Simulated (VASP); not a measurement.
# AlN in VASP: one cell, several levels of theory, part 1 of 2

What does VASP give for the published phase of AlN, under -1.3 % biaxial strain in x and y, z held, the cell held fixed? Runs: PBE, r2SCAN.

The COD entry's cell or inner coordinates are ideal or old and differ from later refinements, so a difference from it is no clean test against experiment.

Code: VASP 6.6.1. PAW datasets, plane waves. The values are computed, spin-unpolarised, and not measurements.

## Step 1: The system as given

The cell comes from an earlier relaxation with r2SCAN in another program, then strained, with the atoms relaxed again.

The symmetry is P6_3mc (No. 186, hexagonal); conventional cell a = 3.068 Å, c = 4.979 Å, 10.14 Å³ an atom. Around Al lie 4 N at 1.87–1.89 Å; around N lie 4 Al at 1.87–1.89 Å.

Structure file:

```xyz
4
Lattice="3.0676 0.0000 0.0000 -1.5338 2.6566 0.0000 0.0000 0.0000 4.9786" Properties=species:S:1:pos:R:3 pbc="T T T"
Al    0.0000    1.7711    0.0016
Al    1.5338    0.8855    2.4908
N     0.0000    1.7711    1.8903
N     1.5338    0.8855    4.3796
```

## Step 2: PBE

Input file INCAR:

```
ENCUT = 520.000000
SIGMA = 0.020000
EDIFF = 1.00e-07
GGA = PE
PREC = Accurate
IBRION = -1
ISIF = 2
ISMEAR = -1
NBANDS = 16
NELM = 120
NSW = 0
LASPH = .TRUE.
LCHARG = .TRUE.
LELF = .TRUE.
LWAVE = .FALSE.
LREAL = .FALSE.
```

Input file KPOINTS:

```
KPOINTS created by Atomic Simulation Environment
0
Gamma
12 12 6
0 0 0
```

Input file KPOINTS_OPT:

```
special points
6
Reciprocal
0.0000000000 0.0000000000 0.0000000000 1
0.5000000000 0.0000000000 0.0000000000 1
0.3333333333 0.3333333333 0.0000000000 1
0.0000000000 0.0000000000 0.5000000000 1
0.5000000000 0.0000000000 0.5000000000 1
0.3333333333 0.3333333333 0.5000000000 1
```

Input file POSCAR:

```
Al N
 1.0000000000000000
     3.0675501517259760    0.0000000000288676    0.0000000000000000
    -1.5337750758879880    2.6565763587630706    0.0000000000000000
     0.0000000000000000    0.0000000000000000    4.9785885508999996
 Al  N
   2   2
Cartesian
 -0.0000000000166668  1.7710509058516695  0.0015503035080762
  1.5337750758546547  0.8855254529402685  2.4908445789580753
 -0.0000000000166668  1.7710509058516695  1.8903133458339236
  1.5337750758546547  0.8855254529402685  4.3796076212839230
```

The run uses the recommended PBE PAW datasets (16 valence electrons a neutral cell).

Run with:

```
$ mpirun -np 1 vasp_std
```

Printed to the terminal (iteration lines stand in OSZICAR):

```text
POSCAR found type information on POSCAR AlN
 POSCAR found :  2 types and       4 ions
 LDA part: xc-table for (Slater+PW92), standard interpolation
 POSCAR, INCAR and KPOINTS ok, starting setup
 FFT: planning ... GRIDC
 FFT: planning ... GRID_SOFT
 FFT: planning ... GRID
 WAVECAR not read
 entering main loop
 Start KPOINTS_OPT (optional k-point list driver)
k-point batch [1-6\6]
```

OSZICAR:

```text
N       E                     dE             d eps       ncg     rms          rms(c)
DAV:   1     0.427651212517E+02    0.42765E+02   -0.73760E+03  2432   0.899E+02
DAV:   2    -0.310623836074E+02   -0.73828E+02   -0.68029E+02  3392   0.190E+02
DAV:   3    -0.345621826642E+02   -0.34998E+01   -0.34910E+01  3080   0.430E+01
DAV:   4    -0.345827137514E+02   -0.20531E-01   -0.20530E-01  3016   0.371E+00
DAV:   5    -0.345829787156E+02   -0.26496E-03   -0.26496E-03  3088   0.423E-01    0.124E+01
DAV:   6    -0.297091862606E+02    0.48738E+01   -0.10700E+01  2888   0.239E+01    0.425E+00
DAV:   7    -0.297274363835E+02   -0.18250E-01   -0.71368E-01  2624   0.594E+00    0.300E+00
DAV:   8    -0.297195481139E+02    0.78883E-02   -0.57898E-02  2832   0.220E+00    0.543E-01
DAV:   9    -0.297148710721E+02    0.46770E-02   -0.11862E-02  3144   0.802E-01    0.238E-01
DAV:  10    -0.297154660761E+02   -0.59500E-03   -0.21118E-03  2720   0.291E-01    0.126E-01
DAV:  11    -0.297153897331E+02    0.76343E-04   -0.17072E-04  2864   0.100E-01    0.307E-02
DAV:  12    -0.297153925529E+02   -0.28198E-05   -0.10835E-05  2696   0.264E-02    0.753E-03
DAV:  13    -0.297153923272E+02    0.22573E-06   -0.37128E-06  2880   0.149E-02    0.535E-03
DAV:  14    -0.297153923422E+02   -0.14974E-07   -0.29345E-07  2792   0.459E-03
   1 F= -.29715392E+02 E0= -.29715392E+02  d E =-.167657E-11
       N       E                     dE             ncg
DAV:   1     0.181275351484E+04   -0.23520E+04      192
DAV:   2     0.142832419521E+04   -0.38443E+03      288
DAV:   3     0.141174140659E+04   -0.16583E+02      224
DAV:   4     0.141163729875E+04   -0.10411E+00      240
DAV:   5     0.141163582874E+04   -0.14700E-02      232
DAV:   6     0.141163579628E+04   -0.32461E-04      248
DAV:   7     0.141163579540E+04   -0.87529E-06      232
DAV:   8     0.141163579538E+04   -0.24171E-07      208
```

The lines after F= are the extra pass for the points of KPOINTS_OPT, at fixed density; their E is not a total energy.

Parts of OUTCAR:

```text
k-points           NKPTS =     76   k-points in BZ     NKDIM =     76   number of bands    NBANDS=     16

   NELECT =      16.0000    total number of electrons

   dimension x,y,z NGX =    24 NGY =   24 NGZ =   40
   dimension x,y,z NGXF=    48 NGYF=   48 NGZF=   80

  energy-cutoff  :      520.00
  volume of cell :       40.57
      direct lattice vectors                 reciprocal lattice vectors
     3.067550152  0.000000000  0.000000000     0.325993040  0.188212170  0.000000000
    -1.533775076  2.656576359  0.000000000    -0.000000000  0.376424339  0.000000000
     0.000000000  0.000000000  4.978588551     0.000000000  0.000000000  0.200860141

 k-points in reciprocal lattice and weights: KPOINTS created by Atomic Simulation Env
   0.00000000  0.00000000  0.00000000       0.001
   0.08333333 -0.00000000  0.00000000       0.007
   0.16666667 -0.00000000  0.00000000       0.007
   0.25000000 -0.00000000  0.00000000       0.007
   0.33333333 -0.00000000  0.00000000       0.007
   0.41666667 -0.00000000  0.00000000       0.007
   0.50000000 -0.00000000  0.00000000       0.003
   0.08333333  0.08333333  0.00000000       0.007
[... 68 more k-points ...]

 E-fermi :   6.7728

 k-point     1 :       0.0000    0.0000    0.0000
  band No.  band energies     occupation
      1      -8.9272      2.00000
      2      -6.7470      2.00000
      3       0.2600      2.00000
      4       5.6296      2.00000
      5       5.6296      2.00000
      6       6.2485      2.00000
      7       6.2485      2.00000
      8       6.3523      2.00000
      9      10.8845      0.00000
     10      13.4771      0.00000
     11      17.1913      0.00000
     12      17.9341      0.00000
     13      17.9341      0.00000
     14      19.5613      0.00000
     15      19.9434      0.00000
     16      19.9434      0.00000

 k-point     2 :       0.0833   -0.0000    0.0000
  band No.  band energies     occupation
      1      -8.8345      2.00000
      2      -6.6924      2.00000
      3       0.3693      2.00000
      4       5.2053      2.00000
      5       5.5093      2.00000
      6       5.8332      2.00000
      7       6.2341      2.00000
      8       6.3178      2.00000
      9      11.2949      0.00000
     10      13.8491      0.00000
     11      16.8071      0.00000
     12      17.2858      0.00000
     13      18.2005      0.00000
     14      19.5234      0.00000
     15      19.8176      0.00000
     16      19.9926      0.00000

 k-point     3 :       0.1667   -0.0000    0.0000
  band No.  band energies     occupation
      1      -8.5642      2.00000
      2      -6.5421      2.00000
      3       0.6915      2.00000
      4       4.1681      2.00000
      5       4.9410      2.00000
      6       5.2277      2.00000
      7       6.1619      2.00000
      8       6.1939      2.00000
      9      12.1355      0.00000
     10      14.5251      0.00000
     11      15.7100      0.00000
     12      16.4979      0.00000
     13      18.9199      0.00000
     14      19.0327      0.00000
     15      19.0876      0.00000
     16      19.4741      0.00000

 k-point     4 :       0.2500   -0.0000    0.0000
  band No.  band energies     occupation
      1      -8.1428      2.00000
      2      -6.3408      2.00000
      3       1.2077      2.00000
      4       2.9533      2.00000
      5       3.9462      2.00000
      6       4.9050      2.00000
      7       5.9406      2.00000
      8       6.0310      2.00000
      9      12.8194      0.00000
     10      14.2215      0.00000
     11      14.6680      0.00000
     12      16.8356      0.00000
     13      18.2539      0.00000
     14      18.6266      0.00000
     15      18.7890      0.00000
     16      20.0957      0.00000

 k-point     5 :       0.3333   -0.0000    0.0000
  band No.  band energies     occupation
      1      -7.6245      2.00000
      2      -6.1678      2.00000
      3       1.8599      2.00000
      4       1.8878      2.00000
      5       3.0481      2.00000
      6       4.6248      2.00000
      7       5.5160      2.00000
      8       5.8874      2.00000
      9      12.8370      0.00000
     10      13.1598      0.00000
     11      14.6339      0.00000
     12      17.0389      0.00000
     13      18.0378      0.00000
     14      18.4734      0.00000
     15      18.7627      0.00000
     16      21.2318      0.00000

 k-point     6 :       0.4167   -0.0000    0.0000
  band No.  band energies     occupation
      1      -7.1166      2.00000
      2      -6.1164      2.00000
      3       1.1328      2.00000
      4       2.3917      2.00000
      5       2.6097      2.00000
      6       4.4384      2.00000
      7       4.9541      2.00000
      8       5.7799      2.00000
      9      12.4310      0.00000
     10      12.5534      0.00000
     11      14.8259      0.00000
     12      16.9118      0.00000
     13      17.6713      0.00000
     14      18.7849      0.00000
     15      19.2396      0.00000
     16      21.9486      0.00000

 k-point     7 :       0.5000   -0.0000    0.0000
  band No.  band energies     occupation
      1      -6.8594      2.00000
      2      -6.1561      2.00000
      3       0.8715      2.00000
      4       2.1628      2.00000
      5       3.0136      2.00000
      6       4.3734      2.00000
      7       4.5931      2.00000
      8       5.7405      2.00000
      9      12.1963      0.00000
     10      12.4133      0.00000
     11      14.8836      0.00000
     12      16.8994      0.00000
     13      17.5478      0.00000
     14      18.8720      0.00000
     15      19.4823      0.00000
     16      21.8303      0.00000

 k-point     8 :       0.0833    0.0833    0.0000
  band No.  band energies     occupation
      1      -8.6529      2.00000
      2      -6.5898      2.00000
      3       0.5851      2.00000
      4       4.6079      2.00000
      5       4.8829      2.00000
      6       5.5617      2.00000
      7       6.1136      2.00000
      8       6.2384      2.00000
      9      11.9153      0.00000
     10      14.4393      0.00000
     11      16.1283      0.00000
     12      16.4600      0.00000
     13      18.7284      0.00000
     14      18.9534      0.00000
     15      19.3325      0.00000
     16      20.0715      0.00000

 k-point     9 :       0.1667    0.0833    0.0000
  band No.  band energies     occupation
      1      -8.3064      2.00000
      2      -6.4129      2.00000
      3       1.0049      2.00000
      4       3.5616      2.00000
      5       4.0689      2.00000
      6       5.1341      2.00000
      7       5.9350      2.00000
      8       6.0528      2.00000
      9      12.7233      0.00000
     10      14.8740      0.00000
     11      14.9712      0.00000
     12      16.0827      0.00000
     13      18.2267      0.00000
     14      18.6482      0.00000
     15      19.3300      0.00000
     16      19.8992      0.00000

 k-point    10 :       0.2500    0.0833    0.0000
  band No.  band energies     occupation
      1      -7.8335      2.00000
      2      -6.2227      2.00000
      3       1.6001      2.00000
      4       2.4237      2.00000
      5       3.3100      2.00000
      6       4.6571      2.00000
      7       5.7181      2.00000
      8       5.7492      2.00000
      9      13.1715      0.00000
     10      13.7121      0.00000
     11      14.6747      0.00000
     12      16.7759      0.00000
     13      17.7300      0.00000
     14      18.3428      0.00000
     15      19.0433      0.00000
     16      20.8514      0.00000

 k-point    11 :       0.3333    0.0833    0.0000
  band No.  band energies     occupation
      1      -7.3094      2.00000
      2      -6.1097      2.00000
      3       1.5112      2.00000
      4       2.3055      2.00000
      5       2.6660      2.00000
      6       4.2954      2.00000
      7       5.2203      2.00000
      8       5.5868      2.00000
      9      12.6871      0.00000
     10      13.0787      0.00000
     11      14.8738      0.00000
     12      16.8891      0.00000
     13      17.5330      0.00000
     14      18.8532      0.00000
     15      18.9125      0.00000
     16      21.5782      0.00000

 k-point    12 :       0.4167    0.0833    0.0000
  band No.  band energies     occupation
      1      -6.8880      2.00000
      2      -6.1319      2.00000
      3       1.0060      2.00000
      4       2.2726      2.00000
      5       2.9574      2.00000
      6       4.1059      2.00000
      7       4.6876      2.00000
      8       5.4937      2.00000
      9      12.2007      0.00000
     10      12.8470      0.00000
     11      15.0494      0.00000
     12      16.8469      0.00000
     13      17.4495      0.00000
     14      18.8373      0.00000
     15      19.4667      0.00000
     16      21.9549      0.00000

[... the tables of k-points 13 to 76 left out ...]

  Total        2.9498655      2.9498655      1.8367146      0.0000000      0.0000000      0.0000000
  in kB      116.4910558    116.4910558     72.5323996      0.0000000      0.0000000      0.0000000
  external PRESSURE =     101.8381704 kB  Pullay stress =       0.0000000 kB

 POSITION                                       TOTAL-FORCE (eV/Angst)
 -----------------------------------------------------------------------------------
     -0.00000      1.77105      0.00155         0.000000      0.000000      0.001030
      1.53378      0.88553      2.49084        -0.000000      0.000000      0.001030
     -0.00000      1.77105      1.89031         0.000000      0.000000     -0.001030
      1.53378      0.88553      4.37961        -0.000000     -0.000000     -0.001030
 -----------------------------------------------------------------------------------
    total drift:                                0.000000      0.000000     -0.000622

  FREE ENERGIE OF THE ION-ELECTRON SYSTEM (eV)
  ---------------------------------------------------
  free  energy   TOTEN  =       -29.7153923422 eV

  energy  without entropy=      -29.7153923421  energy(sigma->0) =      -29.71539234
```

Wall time 44 s (1 MPI rank of Intel Xeon Platinum 8488C, shared host); peak memory 0.2 GiB.

The levels at the points of KPOINTS_OPT are read from vasprun.xml.

Near the gap, in eV above the top of the last filled band v; c is the band after it:

| point | v−1 | v | c | c+1 |
| --- | --- | --- | --- | --- |
| Γ | -0.10 | 0.00 | 4.53 | 7.12 |
| M | -1.76 | -0.61 | 5.84 | 6.06 |
| K | -2.36 | -2.36 | 5.07 | 8.60 |
| A | -0.42 | -0.42 | 6.84 | 6.84 |
| L | -1.36 | -1.36 | 5.44 | 5.44 |
| H | -0.78 | -0.78 | 7.53 | 7.53 |

Gap with PBE: 4.53 eV, direct (Γ). Pressure: 10.18 GPa; the forces vanish within 0.01 eV/Å.

Density in a lattice plane of the grid's cell (edges 3.07 and 4.98 Å, at 0.333 of the third edge), which holds Al and N.

Ten even steps from '0' (0.01 e/Å³) to '9' (3.71 e/Å³):
```
10000124687531
10000125899742
10000125899742
00000013677531
00000012343210
00000001121110
00000000011000
00000000000000
00000000000000
00000000000000
11111100000000
11111100000000
11111000000000
00110000000000
00000000000000
00000000000000
00000000000000
00000000000000
00000001111110
00000012343321
```
Columns run along the first of these edges and rows up along the second, over one cell in 14 and 20 even steps from the bottom left corner. Atoms in the plane (fractional): Al at (0.67, 0.50), N at (0.67, 0.88).

ELF in the same plane.

Ten even steps from '0' (0.00) to '9' (0.86):
```
85226899867899
85226899623799
74225899634799
63114789888998
42113589999987
21001368999975
11111236888752
22222211243211
45555420000012
77777641000025
88888763000147
88888863100147
78887763100246
67776643111135
45665421100123
24443211000011
12222111111111
21111234455443
42113577888876
74125899999998
```
Columns run along the first of these edges and rows up along the second, over one cell in 14 and 20 even steps from the bottom left corner. Atoms in the plane (fractional): Al at (0.67, 0.50), N at (0.67, 0.88).

Both are smooth fields of the valence electrons: close to the nuclei they are not physical.

Outside the cores ELF peaks at 0.89 on the N–Al line, 0.8 Å from N.

(Continued in part 2 of 2.)
